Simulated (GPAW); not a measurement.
Wanted: an ASE script for a GPAW 26.7.0 run.

```yaml
Task: single point
Functional: optB88-vdW
Potentials_or_basis: GPAW PAW data sets (gpaw-data 1.2.1)
Cutoff: 600 eV
Basis: pw
k_mesh: 9 × 9 × 8
Occupations: fermi-dirac, width 0.05 eV
Spin: no spin polarisation
Maxiter: 150
older_calculator_legacy_gpaw: yes
```

The system is Ir.

```
Ir
1.0
     0.06447    1.83736    1.75605
     1.94181    0.07743    1.74308
     2.17282    2.05540   -0.15358
Ir
1
Direct
  0.00000 0.00000 0.00000
```

This isn't the form of Ir at room conditions, which is fcc.

The cell isn't the ideal one: cell sheared at random, sigma 0.1, atoms nudged by 0.01 Å.

One way to write it, as run:

run.py

```python
from ase import Atoms
from ase.dft.bandgap import bandgap
from ase.io import write
from gpaw import GPAW, PW

atoms = Atoms(['Ir'],
              cell=[[0.06446927, 1.83735574, 1.75604886],
                    [1.94181314, 0.07743499, 1.74308315],
                    [2.17282487, 2.05540176, -0.15357675]],
              scaled_positions=[[0.0, 0.0, 0.0]],
              pbc=True)

calc = GPAW(mode=PW(600),
            xc={'name': 'optB88-vdW', 'backend': 'libvdwxc'},
            kpts={'size': (9, 9, 8), 'gamma': True},
            occupations={'name': 'fermi-dirac', 'width': 0.05},
            nbands=16,
            convergence={'density': 1e-05, 'energy': 1e-05},
            maxiter=150,
            legacy_gpaw=True,
            txt='gpaw.txt')
atoms.calc = calc
energy = atoms.get_potential_energy()
forces = atoms.get_forces()
calc.write('gs.gpw')
write('result.traj', atoms)
print(f'Energy: {energy:.6f} eV')
print('Forces (eV/A):')
print(forces.round(4))
print('Fermi level:', round(calc.get_fermi_level(), 4), 'eV')
print(f'Gap: {bandgap(calc)[0]:.4f} eV, direct: {bandgap(calc, direct=True)[0]:.4f} eV')
```

Potentials or basis: GPAW PAW data sets (gpaw-data 1.2.1), pw.

Launch:

```bash
$ OMP_NUM_THREADS=1 python run.py
```

It gave:

- Band gap on the k mesh: none (metal or under the smearing width)

Caveat: the PAW data sets were made with another functional, which shifts forces and pressure a little.

It took 40 s on 1 thread of Arm Neoverse V1, on a shared host, peak memory 0.2 GiB.
